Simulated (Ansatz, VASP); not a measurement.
# ZnO in VASP and in Ansatz

```
Zn O
1.0
     3.27777    0.00000    0.00000
    -1.63888    2.83863    0.00000
     0.00000    0.00000    7.65283
Zn O
2 2
Direct
  0.00000 0.00000 0.75000
  0.00000 0.00000 0.25000
  0.33333 0.66667 0.25000
  0.66667 0.33333 0.75000
```

Alike in both runs: functional PBE; k mesh 12 × 12 × 4; occupations gaussian, width 0.02 eV; no spin polarisation.

Ansatz relaxed the structure, and its values are those at the end. VASP's run is a single point on that final structure, the one shown.

```csv
,VASP,Ansatz
version,VASP 6.6.1,Ansatz 0.2.0
potentials or method,"VASP PAW PBE potentials, release 64 (Zn, O)","scalar-relativistic, plane waves, PAW"
plane-wave cutoff (eV),520,420
valence electrons in the cell,36,36
```

|  | VASP | Ansatz | Ansatz less VASP |
| --- | --- | --- | --- |
| gap on the k mesh at the Fermi level (eV) | 0.92 | 0.92 | -0.001 |
| least direct gap on the mesh (eV) | 0.92 | 0.92 | -0.001 |
| pressure (GPa) | 0.7 | 0.0 | -0.72 |

With one functional, cell and mesh, what is left measures potentials, basis and numerics.

A k mesh can miss the band edges.
